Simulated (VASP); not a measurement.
# Rb (P-1) in VASP: density of states with BLYP

Aim: the density of states of Rb with BLYP.

All numbers are computed with VASP 6.6.1; they aren't measurements. Logs are shortened: lines on timing, memory, paths and dates and some standing lists are left out, and cuts for length are marked.

**1. Starting point**

The typed cell holds 1 atom: a = 4.823 Å, b = 4.784 Å, c = 4.835 Å, α = 108.96°, β = 110.65°, γ = 108.90°.

The cell was built by a generator and needn't be a form met in nature.

**2. Density of states, BLYP**

The input, POSCAR:

```
Rb
1.0
   -2.8015140000      2.7422650000      2.8096850000
    2.7720970000     -2.7377120000      2.7757160000
    2.8163000000      2.7524980000     -2.8051330000
Rb
1
Direct
    0.0152780000      0.0246900000      0.0500160000
```

The input, INCAR.step1:

```
SYSTEM = Rb
PREC = Accurate
ENCUT = 520
EDIFF = 1E-6
ISMEAR = -5
SIGMA = 0.1
LREAL = .False.
LASPH = .True.
NELM = 60
ALGO = Normal
ISIF = 2
LWAVE = .False.
LCHARG = .True.
GGA = B5
ALDAX = 1.0
AGGAX = 1.0
AGGAC = 1.0
ALDAC = 0.0
NBANDS = 10
```

The input, KPOINTS.step1:

```
Automatic mesh
0
Gamma
  5 5 5
  0 0 0
```

The input, INCAR.step2:

```
SYSTEM = Rb
PREC = Accurate
ENCUT = 520
EDIFF = 1E-6
ISMEAR = -5
SIGMA = 0.1
LREAL = .False.
LASPH = .True.
NELM = 60
ALGO = Normal
ISIF = 2
LWAVE = .False.
LCHARG = .False.
GGA = B5
ALDAX = 1.0
AGGAX = 1.0
AGGAC = 1.0
ALDAC = 0.0
LORBIT = 11
NBANDS = 10
NEDOS = 2001
ICHARG = 11
```

The input, KPOINTS.step2:

```
Automatic mesh
0
Gamma
  8 8 8
  0 0 0
```

Potentials or basis: VASP PAW PBE potentials, release 64 (Rb_sv).

Started as:

```console
$ cat potpaw_PBE.64/Rb_sv/POTCAR > POTCAR
$ cp INCAR.step1 INCAR
$ cp KPOINTS.step1 KPOINTS
$ mpirun -np 1 vasp_std > vasp.out
$ cp INCAR.step2 INCAR
$ cp KPOINTS.step2 KPOINTS
$ mpirun -np 1 vasp_std > vasp.out
```

OUTCAR:

```text
SYSTEM = Rb
   PREC = Accurate
   ENCUT = 520
   EDIFF = 1E-6
   ISMEAR = -5
   LREAL = .False.
   LASPH = .True.
   NELM = 60
   ISIF = 2
   GGA = B5
   LORBIT = 11
   ICHARG = 11

 ion  position               nearest neighbor table
   1  0.015  0.025  0.050-

  LATTYP: Found a triclinic cell.
 ALAT       =     4.8231553802
 B/A-ratio  =     1.6206032460
 C/A-ratio  =     1.9139274869
 COS(alpha) =     0.0006743424
 COS(beta)  =     0.5245080821
 COS(gamma) =     0.8153233949

  Lattice vectors:

 A1 = (   2.8015140000,  -2.7422650000,  -2.8096850000)
 A2 = (   5.5736110000,  -5.4799770000,  -0.0339690000)
 A3 = (  -2.7574660000,  -2.7616040000,  -8.3656690000)

Analysis of symmetry for initial positions (statically):
=====================================================================
 Subroutine PRICEL returns:
 Original cell was already a primitive cell.

 Routine SETGRP: Setting up the symmetry group for a
 triclinic supercell.

 Subroutine GETGRP returns: Found  2 space group operations
 (whereof  1 operations were pure point group operations)
 out of a pool of  2 trial point group operations.

The static configuration has the point symmetry C_1 .
 The point group associated with its full space group is S_2 .

Analysis of symmetry for dynamics (positions and initial velocities):
=====================================================================
 Subroutine PRICEL returns:
 Original cell was already a primitive cell.

 Routine SETGRP: Setting up the symmetry group for a
 triclinic supercell.

 Subroutine GETGRP returns: Found  2 space group operations
 (whereof  1 operations were pure point group operations)
 out of a pool of  2 trial point group operations.

The dynamic configuration has the point symmetry C_1 .
 The point group associated with its full space group is S_2 .

 Subroutine INISYM returns: Found  2 space group operations
 (whereof  1 operations are pure point group operations),
 and found     1 'primitive' translations

----------------------------------------------------------------------------------------

                                     Primitive cell

  volume of cell :      85.7522

  direct lattice vectors                    reciprocal lattice vectors
    -2.801514000  2.742265000  2.809685000     0.000460554  0.181842033  0.178892370
     2.772097000 -2.737712000  2.775716000     0.179891302 -0.000633179  0.179986136
     2.816300000  2.752498000 -2.805133000     0.178466112  0.181510576  0.000791979

  length of vectors
     4.823155380  4.783742059  4.834931445     0.255086685  0.254472574  0.254552292

  position of ions in fractional coordinates (direct lattice)
     0.015278000  0.024690000  0.050016000

  ion indices of the primitive-cell ions
   primitive index   ion index
                 1           1

----------------------------------------------------------------------------------------

 KPOINTS: Automatic mesh

Automatic generation of k-mesh.
 Grid dimensions read from file:
 generate k-points for:    8    8    8

 Generating k-lattice:

  Cartesian coordinates                     Fractional coordinates (reciprocal lattice)
     0.000057569  0.022730254  0.022361546     0.125000000  0.000000000  0.000000000
     0.022486413 -0.000079147  0.022498267     0.000000000  0.125000000  0.000000000
     0.022308264  0.022688822  0.000098997     0.000000000 -0.000000000  0.125000000

  Length of vectors
     0.031885836  0.031809072  0.031819036

  Shift w.r.t. Gamma in fractional coordinates (k-lattice)
     0.000000000  0.000000000  0.000000000

 TETIRR: Found   1536 inequivalent tetrahedra from     3072

 Subroutine IBZKPT returns following result:
 ===========================================

 Found    260 irreducible k-points:

 Following reciprocal coordinates:
            Coordinates               Weight
  0.000000  0.000000  0.000000      1.000000
  0.125000 -0.000000  0.000000      2.000000
  0.250000 -0.000000  0.000000      2.000000
  0.375000 -0.000000 -0.000000      2.000000
  0.500000 -0.000000  0.000000      1.000000
 -0.000000  0.125000  0.000000      2.000000
[... 16 lines left out ...]
  0.125000  0.375000  0.000000      2.000000
  0.250000  0.375000  0.000000      2.000000
 [... further k-points ...]
   k-points           NKPTS =    260   k-points in BZ     NKDIM =    260   number of bands    NBANDS=     10
   number of dos      NEDOS =   2001   number of ions     NIONS =      1
   total plane-waves  NPLWV =  46656
   dimension x,y,z NGX =    36 NGY =   36 NGZ =   36
   dimension x,y,z NGXF=    72 NGYF=   72 NGZF=   72
   ions per type =               1
   NGX,Y,Z   is equivalent  to a cutoff of  12.41, 12.51, 12.38 a.u.
   NGXF,Y,Z  is equivalent  to a cutoff of  24.82, 25.02, 24.76 a.u.
 SYSTEM =  Rb
   PREC   = accura    normal or accurate (medium, high low for compatibility)
   ISTART =      0    job   : 0-new  1-cont  2-samecut
   ICHARG =     11    charge: 1-file 2-atom 10-const
   ISPIN  =      1    spin polarized calculation?
   LNONCOLLINEAR =      F non collinear calculations
   LSORBIT =      F    spin-orbit coupling
   LASPH  =      T    aspherical Exc in radial PAW
   ENCUT  =  520.0 eV  38.22 Ry    6.18 a.u.   8.97  8.89  8.99*2*pi/ulx,y,z
   NELM   =     60;   NELMIN=  2; NELMDL=  0     # of ELM steps
   EDIFF  = 0.1E-05   stopping-criterion for ELM
   LREAL  =      F    real-space projection
   EDIFFG = 0.1E-04   stopping-criterion for IOM
   NSW    =      0    number of steps for IOM
   IBRION =     -1    ionic relax: 0-MD 1-quasi-New 2-CG
   NFREE  =      0    steps in history (QN), initial steepest desc. (CG)
   ISIF   =      2    stress and relaxation
   ISYM   =      2    0-nonsym 1-usesym 2-fastsym
   POTIM  = 0.5000    time-step for ionic-motion
   TEBEG  =    0.0;   TEEND  =   0.0 temperature during run
   PSTRESS=    0.0 pullay stress
   NELECT =       9.0000    total number of electrons
   NUPDOWN=      -1.0000    fix difference up-down
   EMIN   =  10.00;   EMAX   =-10.00  energy-range for DOS
   EFERMI =   0.00;   METHOD = LEGACY
   ISMEAR =    -5;   SIGMA  =   0.10  broadening in eV -4-tet -1-fermi 0-gaus
   EFERMI_NEDOS =   21; number of points for ismear=-14 and -15
   IALGO  =     38    algorithm
   IMIX   =      4    mixing-type and parameters
     AMIX     =   0.40;   BMIX     =  1.00
     AMIX_MAG =   1.60;   BMIX_MAG =  1.00
  volume/ion in A,a.u.               =      85.75       578.68
  Fermi-wavevector in a.u.,A,eV,Ry     =   0.772219  1.459283  8.113461  0.596323
  Thomas-Fermi vector in A             =   1.873804
   LORBIT       =     11    0 simple, 1 ext, 2 COOP (PROOUT), +10 PAW based schemes
   GGA     = B5    functional components
   LHFCALC =     F    Hartree Fock is set to
   AEXX    =    0.0000 exact exchange contribution
   IVDW    =     0    specifies the selected vdW correction
   LEPSILON=     F    determine dielectric tensor
   LRPA    =     F    only Hartree local field effects (RPA)
 non-spin polarized calculation
 Fermi weights with tetrahedron method with Bloechl corrections
  energy-cutoff  :      520.00
  volume of cell :       85.75
 maximum number of plane-waves:      2339

 number of electron       9.0000000 magnetization

 Free energy of the ion-electron system (eV)
  ---------------------------------------------------
  ext. energy  EPLUGINS =         0.00000000
  ---------------------------------------------------
  free energy    TOTEN  =        -0.59484710 eV

  energy without entropy =       -0.59484710  energy(sigma->0) =       -0.59484710

 E-fermi :   0.6138     XC(G=0):  -5.2142

 val. band max:        0.5773628033   @ k =   0.2500   0.2500  -0.0000
 cond. band min:       0.5875652875   @ k =  -0.0000   0.5000   0.2500
 fundamental gap:      0.0102024842
 Fermi energy:         0.6138424403

 k-point     1 :       0.0000    0.0000    0.0000
  band No.  band energies     occupation
      1     -28.4115      2.00000
      2     -12.5020      2.00000
      3     -12.5006      2.00000
      4     -12.4975      2.00000
      5      -1.4686      2.00000
      6       4.0269      0.00000
      7       4.0964      0.00000
      8       4.1412      0.00000
      9       5.0270      0.00000
     10       5.1497      0.00000

 k-point     2 :       0.1250   -0.0000    0.0000
  band No.  band energies     occupation
      1     -28.4106      2.00000
      2     -12.5179      2.00000
      3     -12.5075      2.00000
      4     -12.4984      2.00000
      5      -1.2723      2.00000
      6       3.8353      0.00000
      7       3.8581      0.00000
      8       4.2623      0.00000
      9       4.8748      0.00000
     10       5.0343      0.00000

 k-point     3 :       0.2500   -0.0000    0.0000
  band No.  band energies     occupation
      1     -28.4086      2.00000
      2     -12.5598      2.00000
      3     -12.5214      2.00000
      4     -12.4988      2.00000
      5      -0.7150      2.00000
      6       3.0391      0.00000
      7       3.4385      0.00000
      8       4.7907      0.00000
      9       4.9346      0.00000
     10       5.0576      0.00000

 k-point     4 :       0.3750   -0.0000   -0.0000
  band No.  band energies     occupation
      1     -28.4066      2.00000
      2     -12.6009      2.00000
      3     -12.5354      2.00000
      4     -12.4991      2.00000
      5       0.0992      2.20806
      6       2.1662      0.00000
      7       3.1264      0.00000
      8       4.9143      0.00000
      9       5.2870      0.00000
     10       5.6441      0.00000

 k-point     5 :       0.5000   -0.0000    0.0000
  band No.  band energies     occupation
      1     -28.4058      2.00000
      2     -12.6176      2.00000
      3     -12.5412      2.00000
      4     -12.4992      2.00000
      5       0.7698      0.27572
      6       1.5247      0.00000
      7       3.0141      0.00000
      8       4.7397      0.00000
      9       5.6667      0.00000
     10       5.9875      0.00000

 k-point     6 :      -0.0000    0.1250    0.0000
  band No.  band energies     occupation
      1     -28.4106      2.00000
      2     -12.5190      2.00000
      3     -12.5041      2.00000
      4     -12.5009      2.00000
      5      -1.2733      2.00000
      6       3.8048      0.00000
      7       3.9268      0.00000
      8       4.2802      0.00000
      9       4.7531      0.00000
     10       5.0949      0.00000
[... 183 lines left out ...]
 k-point    21 :      -0.1250    0.2500    0.0000
  band No.  band energies     occupation
      1     -28.4091      2.00000
      2     -12.5477      2.00000
      3     -12.5122      2.00000
      4     -12.5051      2.00000
      5      -0.8938      2.00000
      6       3.3553      0.00000
      7       3.5342      0.00000
      8       4.5884      0.00000
      9       4.6369      0.00000
     10       5.2527      0.00000

 k-point    22 :       0.0000    0.3750    0.0000
  band No.  band energies     occupation
      1     -28.4064      2.00000
      2     -12.6046      2.00000
      3     -12.5326      2.00000
      4     -12.5000      2.00000
      5       0.0881      2.25264
      6       2.1573      0.00000
      7       3.2213      0.00000
      8       4.7909      0.00000
      9       5.2680      0.00000
     10       5.6858      0.00000

 k-point    23 :       0.1250    0.3750    0.0000
  band No.  band energies     occupation
      1     -28.4056      2.00000
      2     -12.6121      2.00000
      3     -12.5417      2.00000
      4     -12.5063      2.00000
      5       0.6463      0.96395
      6       1.7998      0.00000
      7       2.9600      0.00000
      8       4.5169      0.00000
      9       5.4144      0.00000
     10       5.8311      0.00000

 k-point    24 :       0.2500    0.3750    0.0000
  band No.  band energies     occupation
      1     -28.4050      2.00000
      2     -12.5994      2.00000
      3     -12.5630      2.00000
      4     -12.5144      2.00000
      5       1.3558     -0.27027
      6       1.6541      0.00000
      7       2.3373      0.00000
      8       4.4554      0.00000
      9       5.2818      0.00000
     10       5.3488      0.00000

 [... further k-points ...]

------------------------ aborting loop because EDIFF is reached ----------------------------------------

  FORCE on cell =-STRESS in cart. coord.  units (eV):
  Direction    XX          YY          ZZ          XY          YZ          ZX
  --------------------------------------------------------------------------------------
  -------------------------------------------------------------------------------------
  Total        0.1683606      0.1636038      0.1476343      0.0003745     -0.0042914      0.0199569
  in kB        3.1456171      3.0567424      2.7583707      0.0069972     -0.0801803      0.3728704
  external PRESSURE =       2.9869101 kB  Pullay stress =       0.0000000 kB

 VOLUME and BASIS-vectors are now :
 -----------------------------------------------------------------------------
  energy-cutoff  :      520.00
  volume of cell :       85.75
      direct lattice vectors                 reciprocal lattice vectors
    -2.801514000  2.742265000  2.809685000     0.000460554  0.181842033  0.178892370
     2.772097000 -2.737712000  2.775716000     0.179891302 -0.000633179  0.179986136
     2.816300000  2.752498000 -2.805133000     0.178466112  0.181510576  0.000791979

 POSITION                                       TOTAL-FORCE (eV/Angst)
 -----------------------------------------------------------------------------------
      0.16650      0.11197     -0.02884        -0.000000      0.000000     -0.000000
 -----------------------------------------------------------------------------------
    total drift:                               -0.000001      0.000000      0.000000

  FREE ENERGIE OF THE ION-ELECTRON SYSTEM (eV)
  ---------------------------------------------------
  free  energy   TOTEN  =        -0.5948471037 eV

  energy  without entropy=       -0.5948471037  energy(sigma->0) =       -0.59484710

 total charge

# of ion       s       p       d       tot
------------------------------------------
    1        1.970   5.347   0.007   7.324
```

Wall time 99 s (1 thread of AMD EPYC 9R45 (Zen 5), shared host); peak memory 0.31 GiB.

Results:

| Item | Value |
| --- | --- |
| Valence electrons inside the program's atomic spheres | Rb 7.32 |

States per cell in windows of 0.5 eV (zero at the Fermi level; states under -8 eV left out):
```csv
from (eV),total,Rb1_d,Rb1_p,Rb1_s
-8.0,0.00,0.00,0.00,0.00
-7.5,0.00,0.00,0.00,0.00
-7.0,0.00,0.00,0.00,0.00
-6.5,0.00,0.00,0.00,0.00
-6.0,0.00,0.00,0.00,0.00
-5.5,0.00,0.00,0.00,0.00
-5.0,0.00,0.00,0.00,0.00
-4.5,0.00,0.00,0.00,0.00
-4.0,0.00,0.00,0.00,0.00
-3.5,0.00,0.00,0.00,0.00
-3.0,0.00,0.00,0.00,0.00
-2.5,0.00,0.00,0.00,0.00
-2.0,0.10,0.00,0.00,0.01
-1.5,0.20,0.00,0.00,0.01
-1.0,0.29,0.00,0.01,0.01
-0.5,0.41,0.01,0.01,0.02
0.0,0.57,0.02,0.01,0.02
0.5,0.40,0.02,0.01,0.01
1.0,1.05,0.07,0.04,0.00
1.5,0.84,0.08,0.02,0.00
2.0,1.08,0.15,0.02,0.01
2.5,0.91,0.15,0.01,0.01
3.0,0.78,0.13,0.02,0.01
3.5,1.26,0.24,0.02,0.03
4.0,1.29,0.34,0.02,0.02
4.5,1.82,0.63,0.01,0.01
5.0,0.96,0.30,0.02,0.02
5.5,0.03,0.01,0.00,0.00
6.0,0.00,0.00,0.00,0.00
6.5,0.00,0.00,0.00,0.00
```

Caveat: the PAW data sets were made with another functional, which shifts forces and pressure a little; tetrahedron occupations give inexact forces and stress in metals.
